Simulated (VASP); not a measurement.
# GaN: electric field gradients with PBE

GaN:

```xyz
2
Lattice="0.0000 1.9925 1.9925 1.9925 0.0000 1.9925 1.9925 1.9925 0.0000" Properties=species:S:1:pos:R:3 pbc="T T T"
Ga    1.9925    1.9925    1.9925
N     0.0000    0.0000    0.0000
```

Measurements of this composition are mostly on another form, of space group No. 186.

| Item | Value |
| --- | --- |
| Program | VASP 6.6.1 |
| Task | electric field gradients |
| Functional | PBE |
| Potentials or basis | VASP PAW PBE potentials, release 64 (Ga_d, N) |
| Cutoff | 520 eV |
| k mesh | 12 × 12 × 12 |
| Occupations | fermi-dirac, width 0.02 eV |
| Spin | no spin polarisation |
| Dipole correction | no |
| Further INCAR settings | ALGO = Normal; EDIFF = 1e-08; NBANDS = 16 |

The pressure is 70.3 GPa. The band gap on the k mesh is 1.81 eV, indirect (least direct gap 5.21 eV).

Levels at points of the mesh, in eV from the valence-band top:
```tsv
k point	band 7	band 8	band 9	band 10	band 11	band 12
(0.00, 0.00, 0.00)	-0.75	-0.75	-0.75	4.46	15.81	15.81
(0.50, 0.00, 0.00)	-9.15	-0.14	-0.14	5.47	10.15	10.15
(0.50, 0.50, 0.00)	-8.61	-3.77	-3.77	1.81	8.04	13.79
```

Electric field gradients, principal values (V/Å²):
```
atom    Vxx    Vyy     Vzz
1 Ga  0.002  0.002  -0.004
 2 N  0.000  0.000   0.000
```

It took 12 s on 1 thread of Intel(R) Xeon(R) Platinum 8488C (Sapphire Rapids), on a shared host, peak memory 0.15 GiB.

Caveat: a pressure of tens of GPa on the cell as given is suspect, and the run, the potentials or the cell itself is likely at fault. Expect the measured gap to be larger: semilocal functionals such as PBE lack the derivative discontinuity.
